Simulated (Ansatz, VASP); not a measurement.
# Cs in VASP and in Ansatz

```
Cs
1.0
    -3.14340    3.14340    2.78070
     3.14340   -3.14340    2.78070
     3.14340    3.14340   -2.78070
Cs
1
Direct
  0.00000 0.00000 0.00000
```

Change from the starting cell: strain +0.040 along x and y, -0.080 along z, atoms carried along.

Alike in both runs: task single point; functional PBE; k mesh 12 × 12 × 12; occupations gaussian, width 0.15 eV; no spin polarisation.

|  | VASP | Ansatz |
| --- | --- | --- |
| version | VASP 6.6.1 | Ansatz 0.2.0 |
| potentials or method | VASP PAW PBE potentials, release 64 (Cs_sv) | scalar-relativistic, plane waves, PAW |
| plane-wave cutoff (eV) | 520 | 420 |
| valence electrons in the cell | 9 | 9 |

|  | VASP | Ansatz | Ansatz less VASP |
| --- | --- | --- | --- |
| gap on the k mesh at the Fermi level (eV) | none | none | - |
| pressure (GPa) | 0.1 | 0.1 | +0.01 |
| largest component of the traceless stress (GPa) | 0.07 | 0.07 | 0.000 |

A gap of «none» marks a metal or a gap that the smearing closes.

The runs have no spin-orbit coupling, so splittings on Cs are missing.
